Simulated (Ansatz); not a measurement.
Ga, 2 atoms in the cell. Symmetry: C2/c, No. 15, monoclinic system. The conventional cell has a = 2.766 Å, b = 8.053 Å, c = 3.332 Å, α = 90.00°, β = 92.02°, γ = 90.00°. Ga (site symmetry 2) is surrounded by 8 Ga at 2.69 to 2.92 Å. This isn't the form of Ga at room conditions, which is orthorhombic.

| Item | Value |
| --- | --- |
| Program | Ansatz 0.2.0 |
| Task | band structure |
| Functional | PBEsol |
| Potentials or basis | Ansatz PAW |
| Cutoff | 420 eV (not typed: the program's choice for these potentials) |
| k mesh | 10 × 10 × 8 |
| Occupations | fermi-dirac, width 0.05 eV |
| Spin | no spin polarisation |
| Path | [["G", "Y", "F", "H", "Z", "I", "F1"], ["H1", "Y1", "X", "G", "N"], ["M", "G"]] |
| Points for each segment of the path | 14 |

Potentials or basis: Ansatz PAW.

The run is started by

```sh
$ ansatz run input.yaml --threads 2 --pin off --max-ram 5632MiB --backend cpu --events-out ev --progress --plain --runs-dir out
```

Hardware: 2 threads of AMD EPYC 7R13 Processor (Zen 3), with other jobs on the host.

Question: Estimate the wall time of this run.

Answer: Run time: 5.4 s on 2 threads of AMD EPYC 7R13 Processor (Zen 3), on a shared host, peak memory 0.45 GiB. Counts: scf iterations 7, plane waves 721, k points 227, bands 19.
